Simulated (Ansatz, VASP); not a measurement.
PtS2: VASP beside Ansatz

Contents of POSCAR:

```
PtS2
1.0
    3.5432000000      0.0000000000      0.0000000000
   -1.7716000000      3.0685012107      0.0000000000
    0.0000000000      0.0000000000      5.0388000000
Pt S
1 2
Direct
   -0.0248650000     -0.0314300000     -0.0039030000
    0.6581440000      0.3233800000      0.7915770000
    0.3217740000      0.6523440000      0.2374230000
```

File INCAR.step1:

```
SYSTEM = PtS2
ALGO = Normal
EDIFF = 1E-5
ENCUT = 550
GGA = PE
ISIF = 2
ISMEAR = -1
LASPH = .TRUE.
LCHARG = .FALSE.
LMAXMIX = 4
LREAL = .FALSE.
LWAVE = .TRUE.
NBANDS = 18
NELM = 60
PREC = Accurate
SIGMA = 0.05
```

Contents of INCAR.step2:

```
SYSTEM = PtS2
AEXX = 0.25
ALGO = Normal
EDIFF = 1E-6
ENCUT = 550
GGA = PS
ISIF = 2
ISMEAR = -1
ISTART = 1
LASPH = .TRUE.
LCHARG = .FALSE.
LHFCALC = .TRUE.
LMAXMIX = 4
LREAL = .FALSE.
LWAVE = .FALSE.
NBANDS = 18
NELM = 60
PREC = Accurate
PRECFOCK = Fast
SIGMA = 0.05
```

Contents of KPOINTS:

```
k-points
0
G
  5 5 3
  0 0 0
```

Contents of KPOINTS_OPT:

```
path GMKGALHA,LM,KH
8
line-mode
reciprocal
 0.0000000000  0.0000000000  0.0000000000  G
 0.5000000000  0.0000000000  0.0000000000  M

 0.5000000000  0.0000000000  0.0000000000  M
 0.3333333333  0.3333333333  0.0000000000  K

 0.3333333333  0.3333333333  0.0000000000  K
 0.0000000000  0.0000000000  0.0000000000  G

 0.0000000000  0.0000000000  0.0000000000  G
 0.0000000000  0.0000000000  0.5000000000  A

 0.0000000000  0.0000000000  0.5000000000  A
 0.5000000000  0.0000000000  0.5000000000  L

 0.5000000000  0.0000000000  0.5000000000  L
 0.3333333333  0.3333333333  0.5000000000  H

 0.3333333333  0.3333333333  0.5000000000  H
 0.0000000000  0.0000000000  0.5000000000  A

 0.5000000000  0.0000000000  0.5000000000  L
 0.5000000000  0.0000000000  0.0000000000  M

 0.3333333333  0.3333333333  0.0000000000  K
 0.3333333333  0.3333333333  0.5000000000  H
```

input.yaml

```yaml
crystal:
  lattice:
    - [3.5432, 0.0, 0.0]
    - [-1.7716, 3.0685012107, 0.0]
    - [0.0, 0.0, 5.0388]
  atoms:
    - { symbol: Pt, position: [-0.024865, -0.03143, -0.003903] }
    - { symbol: S, position: [0.658144, 0.32338, 0.791577] }
    - { symbol: S, position: [0.321774, 0.652344, 0.237423] }
hamiltonian:
  xc: { exchange: pbesol, correlation: pbesol, exx: { coeff: 0.25 } }
  pseudopotentials: { kind: paw }
kpoints:
  mp_grid: { grid: [5, 5, 3] }
  band_path:
    path:
      - [[0.0, 0.0, 0.0], [0.5, 0.0, 0.0], [0.3333333333, 0.3333333333, 0.0], [0.0, 0.0, 0.0], [0.0, 0.0, 0.5], [0.5, 0.0, 0.5], [0.3333333333, 0.3333333333, 0.5], [0.0, 0.0, 0.5]]
      - [[0.5, 0.0, 0.5], [0.5, 0.0, 0.0]]
      - [[0.3333333333, 0.3333333333, 0.0], [0.3333333333, 0.3333333333, 0.5]]
    npoints: 4
scf:
  occupations: { method: fermi_dirac, width: 0.05 }
  n_extra_bands: 7
output:
  forces: true
  stress: true
  eigenvalues: true
  fatbands: false
```

Change from the starting cell: atoms moved at random, drawn with an rms of 0.15 Å.

Alike in both runs: task band structure; functional PBEsol0; k mesh 5 × 5 × 3; occupations fermi-dirac, width 0.05 eV; no spin polarisation.

```csv
,VASP,Ansatz
version,VASP 6.6.1,Ansatz 0.2.0
potentials or method,"VASP PAW PBE potentials, release 64 (Pt_GW, S_GW)",Ansatz PAW
plane-wave cutoff (eV),550,420
valence electrons in the cell,22,30
```

VASP gave:

```
gap on the k mesh at the Fermi level (eV)       : 2.62
least direct gap on the mesh (eV)               : 2.82
pressure (GPa)                                  : 5.9
largest component of the traceless stress (GPa) : 1.68
rms of the force components (eV/Å)              : 1.230
```

Task: Estimate Ansatz's values.

Result: gap on the k mesh at the Fermi level (eV): 2.59; least direct gap on the mesh (eV): 2.78; pressure (GPa): 6.0; largest component of the traceless stress (GPa): 1.64; rms of the force components (eV/Å): 1.219.

Atom by atom the forces differ by 0.014 eV/Å (rms over components). The two sets of potentials don't hold the same shells in valence.

Caveats: spin-orbit coupling is left out, which moves the levels of the heavy elements; an unscreened hybrid on a path of extra k points without a Coulomb cutoff has errors near the mesh points, so the bands along the path aren't reliable (VASP); the PAW data sets were made with another functional, which shifts forces and pressure a little (VASP); the PAW data sets come from PBE, with cores solved anew for the run's functional, which leaves a small shift of forces and pressure (Ansatz); forces of over 1 eV/Å show positions far from the minimum, so gaps and moduli don't describe the material at rest (Ansatz); the thresholds are loose for stress (Ansatz).
